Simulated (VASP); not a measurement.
A run of VASP 6.6.1 is set up as follows.

The input INCAR:

```
  ALGO = Fast
  EDIFF = 1E-7
  EDIFFG = -0.002
  ENCUT = 520
  GGA = PE
  IBRION = 2
  ISIF = 3
  ISMEAR = 0
  KPAR = 4
  LASPH = T
  LCHARG = F
  LREAL = F
  LWAVE = F
  NELM = 60
  NSW = 80
  PREC = Accurate
  SIGMA = 0.02
```

Contents of KPOINTS:

```
k-points
0
Gamma
  10 10 10
```

File POSCAR:

```
ZnSe                                    
1.0
   -0.0000000000      2.8696505270      2.8696505270
    2.8696505270      0.0000000000      2.8696505270
    2.8696505270      2.8696505270      0.0000000000
  Zn              Se            
     1     1
Direct
     0.0000000000000000    0.0000000000000000    0.0000000000000000
     0.2500000000000000    0.2500000000000000    0.2500000000000000
```

Potentials or basis: VASP PAW PBE potentials, release 64 (Zn, Se).

Run with:

```bash
$ cat potpaw_PBE.64/Zn/POTCAR potpaw_PBE.64/Se/POTCAR > POTCAR
$ mpirun -np 4 vasp_std > vasp.out
```

(1) What does it give for the relaxed volume?

(2) What does it give for the space group after relaxing (to 0.05 Å)?

(3) Estimate the band gap on the k mesh.

## Answers

(1) 23.64 Å³/atom.

(2) F-43m (No. 216).

(3) 1.14 eV, direct.
